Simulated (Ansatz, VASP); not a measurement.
# ZnO (series): VASP beside Ansatz

```
Zn O
1.0
     3.24931    0.00000    0.00000
    -1.62465    2.81398    0.00000
     0.00000    0.00000    5.20571
Zn O
2 2
Direct
  0.33333 0.66667 0.50000
  0.66667 0.33333 0.00000
  0.66667 0.33333 0.37901
  0.33333 0.66667 0.87901
```

Alike in both runs: task single point; functional PBE; k mesh 9 × 9 × 4; occupations gaussian, width 0.02 eV; no spin polarisation.

```csv
,VASP,Ansatz
version,VASP 6.6.1,Ansatz 0.2.0
potentials or method,"VASP PAW PBE potentials, release 64 (Zn, O)","scalar-relativistic, plane waves, PAW"
plane-wave cutoff (eV),520,800
valence electrons in the cell,36,36
```

Ansatz gave:

```
gap on the k mesh at the Fermi level (eV)       : 0.81
least direct gap on the mesh (eV)               : 0.81
pressure (GPa)                                  : 4.9
largest component of the traceless stress (GPa) : 1.13
rms of the force components (eV/Å)              : 0.041
```

**Question.** What did VASP give for the same quantities?

**Answer.** gap on the k mesh at the Fermi level (eV): 0.79; least direct gap on the mesh (eV): 0.79; pressure (GPa): 6.0; largest component of the traceless stress (GPa): 1.17; rms of the force components (eV/Å): 0.043.

Atom by atom the forces differ by 0.002 eV/Å (rms over components). The functional is the same, so the differences come from potentials, cutoffs and numerics.
